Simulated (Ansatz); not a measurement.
Wanted: the native input for an Ansatz 0.2.0 run.

```yaml
Task: density of states
Functional: B3LYP
Potentials_or_basis: Ansatz PAW
Cutoff: "420 eV (not typed: the program's choice for these potentials)"
k_mesh: 5 × 5 × 5
Occupations: methfessel-paxton, width 0.2 eV
Spin: no spin polarisation
```

The system is Bi.

```xyz
1
Lattice="-1.9814 1.9814 1.9814 1.9814 -1.9814 1.9814 1.9814 1.9814 -1.9814" Properties=species:S:1:pos:R:3 pbc="T T T"
Bi    0.0000    0.0000    0.0000
```

This isn't the form of Bi at room conditions, which is rhombohedral.

One way to write it, as run:

input.yaml

```yaml
crystal:
  lattice:
    - [-1.9814305318, 1.9814305318, 1.9814305318]
    - [1.9814305318, -1.9814305318, 1.9814305318]
    - [1.9814305318, 1.9814305318, -1.9814305318]
  atoms:
    - { symbol: Bi, position: [0.0, 0.0, 0.0] }
hamiltonian:
  xc: b3lyp
  pseudopotentials: { kind: paw }
kpoints:
  mp_grid: { grid: [5, 5, 5] }
scf:
  occupations: { method: methfessel_paxton, width: 0.2 }
  n_extra_bands: 6
output:
  forces: true
  stress: true
  eigenvalues: true
  dos: { projected: false, de: 0.05 }
```

Potentials or basis: Ansatz PAW.

The run is started by

```console
$ ansatz run input.yaml --threads 2 --pin off --max-ram 5632MiB --backend cpu --events-out ev --progress --plain --runs-dir out
```

It gave:

- Pressure: 1.8 GPa
- Band gap on the k mesh: none (metal or under the smearing width)
- Density of states at the Fermi level: 0.63 states/eV per cell

Caveat: the k mesh is coarse (spacing up to 0.45 Å⁻¹), so the values aren't converged, least of all with exact exchange; spin-orbit coupling is left out, which moves the levels of the heavy elements; the PAW data sets come from PBE, with cores solved anew for the run's functional, which leaves a small shift of forces and pressure; the thresholds are loose for stress.

It took 13 s on 2 threads of Intel(R) Xeon(R) Processor @ 2.70GHz (shared host), peak memory 0.6 GiB.
